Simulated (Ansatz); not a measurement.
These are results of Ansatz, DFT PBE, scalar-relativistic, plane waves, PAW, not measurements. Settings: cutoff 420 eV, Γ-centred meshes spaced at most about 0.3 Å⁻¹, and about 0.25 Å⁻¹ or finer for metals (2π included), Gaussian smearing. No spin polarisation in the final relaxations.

Temperature and zero-point effects are left out.

Two forms of Cd₃HgTe₄ were relaxed alike.

A.

```
CELL_PARAMETERS angstrom
4.31807 0.00000 0.00000
0.00000 4.31807 0.00000
0.00000 0.00000 12.37941
ATOMIC_POSITIONS crystal
Cd 0.50000 0.50000 0.25096
Cd 0.00000 0.00000 0.50000
Cd 0.50000 0.50000 0.74904
Hg 0.00000 0.00000 0.00000
Te 0.00000 0.00000 0.25798
Te 0.50000 0.50000 0.50000
Te 0.00000 0.00000 0.74202
Te 0.50000 0.50000 0.00000
```

B.

```
CELL_PARAMETERS angstrom
4.68735 0.00000 0.00000
0.00000 4.68735 0.00000
0.00000 0.00000 13.24264
ATOMIC_POSITIONS crystal
Cd 0.00000 0.00000 0.00000
Cd 0.50000 0.50000 0.24952
Cd 0.50000 0.50000 0.75048
Hg 0.00000 0.00000 0.50000
Te 0.50000 0.00000 0.12472
Te 0.00000 0.50000 0.37396
Te 0.50000 0.00000 0.62604
Te 0.00000 0.50000 0.87528
```

Question: Which form is favoured at zero pressure, and by what margin per atom?

Answer: B is lower, by 172 meV/atom. A has Cd and Hg ordered on rock salt sites, space group P4/mmm (No. 123), 28.9 Å³/atom and no gap on its mesh; B has Cd and Hg ordered on zinc blende sites, space group P-4m2 (No. 115), 36.4 Å³/atom and a gap of 0.18 eV. Counting Te atoms around Cd and Hg (those within 1.25 times the shortest such distance or 1.15 times the sum of covalent radii, 1.27 where that leaves under three), A has Cd 6, Hg 6 and B has Cd 4, Hg 4. The lower one is the more open, so pressure narrows the difference. In A, Cd on a site of symmetry 4mm is surrounded by 6 Te at 3.05–3.11 Å; around Hg lie 6 Te at 3.05–3.19 Å; Te on a site of symmetry 4mm is surrounded by 5 Cd at 3.00–3.05 Å and 1 Hg at 3.19 Å; 3 more sites not described. In B, Cd on a site of symmetry -4m2 is surrounded by 4 Te at 2.87 Å; Hg is surrounded by 4 Te at 2.88 Å; Te on its first site has 4 Cd at 2.87 Å; 2 more sites not described. Both come from invented guesses.

These runs have no spin–orbit coupling, which can matter for Hg and Te. Kohn–Sham gaps at this level usually fall short of measured ones. The missing spin–orbit coupling can work the other way here. Cells relaxed within their symmetry can be saddle points.
